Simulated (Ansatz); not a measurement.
Runs of Ansatz 0.2.0 on Ge. Symmetry: Fd-3m, No. 227, cubic system. The conventional cell has a = 5.658 Å, b = 5.658 Å, c = 5.658 Å, α = 90.00°, β = 90.00°, γ = 90.00°. Ge (site symmetry -43m) has 4 Ge at 2.45 Å as nearest neighbours. 

| task | level | potentials or basis | spin | k mesh | smearing | driver | other keys | mesh quality | gap on the mesh (eV) | pressure (GPa) | moment (μB) |
| --- | --- | --- | --- | --- | --- | --- | --- | --- | --- | --- | --- |
| single point | HSE03 | Ansatz PAW | collinear, antiferromagnetic start | 4 × 4 × 4 | cold 0.025 eV | calculator | - | coarse | 0.71 | 1.5 | 0.00 |
| atomic charges | B3LYP | Ansatz PAW | off | 5 × 5 × 5 | methfessel-paxton 0.1 eV | chain | - | not flagged | 0.94 | 4.2 | - |
| single point | PBEsol0 | Ansatz PAW | SOC, no magnetisation | 5 × 5 × 5 | fermi-dirac 0.1 eV | chain | - | not flagged | (a) | -1.3 | - |
| electric field gradients | BHLYP | as the typed override names | non-collinear, program default start, SOC | 5 × 5 × 5 | methfessel-paxton 0.1 eV | chain | hamiltonian.pseudopotentials = kind paw_fr; … | not flagged | 2.80 | 1.7 | 0.00 |
| single point | HSE03 | Ansatz PAW | collinear, antiferromagnetic start | 4 × 4 × 4 | cold 0.025 eV | - | - | coarse | 0.71 | 1.5 | 0.00 |
| density of states | B3LYP | Ansatz PAW | collinear, program default start | 5 × 5 × 5 | gaussian 0.02 eV | chain | - | not flagged | 0.94 | 4.2 | 0.00 |

Alike in all rows: cell as given; cutoff (eV) 420.

**Question.** Estimate the missing entries.

**Answer.** (a) 1.32.

Caveats: some runs use coarse meshes; the thresholds are loose for stress; odd divisions of the mesh miss points on the zone boundary, where band edges often lie, so the gap on the mesh can be too wide (some runs); the potentials were made for another functional, which shifts forces and pressure (some runs); the PAW data sets were made with another functional, which shifts forces and pressure a little (some runs); the starting moments weren't kept (some runs); the PAW data sets come from PBE, with cores solved anew for the run's functional, which leaves a small shift of forces and pressure (some runs).

A k mesh can miss the band edges, and rows without SOC leave out spin-orbit coupling on Ge.

Runs at the PBE level aren't shown here.
